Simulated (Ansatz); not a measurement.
Ti3Al:

```
CELL_PARAMETERS angstrom
2.92754 0.00000 0.00000
-1.46377 2.53533 0.00000
0.00000 0.00000 9.22636
ATOMIC_POSITIONS crystal
Ti 0.33333 0.66667 0.24941
Ti 0.33333 0.66667 0.75059
Ti 0.66667 0.33333 0.00000
Al 0.66667 0.33333 0.50000
```

The cell comes from a database or a generator and needn't be the stable form of this composition.

| Item | Value |
| --- | --- |
| Program | Ansatz 0.2.0 |
| Task | single point |
| Functional | PBEsol |
| Potentials or basis | Ansatz PAW |
| Cutoff | 420 eV (not typed: the program's choice for these potentials) |
| k mesh | 10 × 10 × 3 |
| Occupations | fermi-dirac, width 0.05 eV |
| Spin | no spin polarisation |

On this cell: pressure -3.4 GPa; largest force 0.080 eV/Å; band gap on the k mesh none (metal or under the smearing width).

The same run follows on a disturbed copy (atoms moved at random, drawn with an rms of 0.05 Å):

```xyz
4
Lattice="2.9275 0.0000 0.0000 -1.4638 2.5353 0.0000 0.0000 0.0000 9.2264" Properties=species:S:1:pos:R:3 pbc="T T T"
Ti    0.0349    1.7255    2.3511
Ti    0.0065    1.7529    6.8857
Ti    1.4086    0.8668    0.0033
Al    1.4627    0.8152    4.6234
```

Question: What does the disturbed cell give?

Answer: The energy (extrapolated to zero smearing) moves by +9.3 meV/atom; pressure -3.4 GPa; largest force 0.477 eV/Å; band gap on the k mesh none (metal or under the smearing width).

Forces on the atoms (eV/Å):
```
Ti  -0.103 -0.073 -0.408
Ti  -0.033 -0.159  0.449
Ti   0.092  0.035  0.010
Al   0.044  0.197 -0.050
```

Stress tensor (GPa, compression positive):
```
-4.38 -0.60  0.07
-0.60 -3.11 -0.13
 0.07 -0.13 -2.82
```

Caveats: the PAW data sets come from PBE, with cores solved anew for the run's functional, which leaves a small shift of forces and pressure.
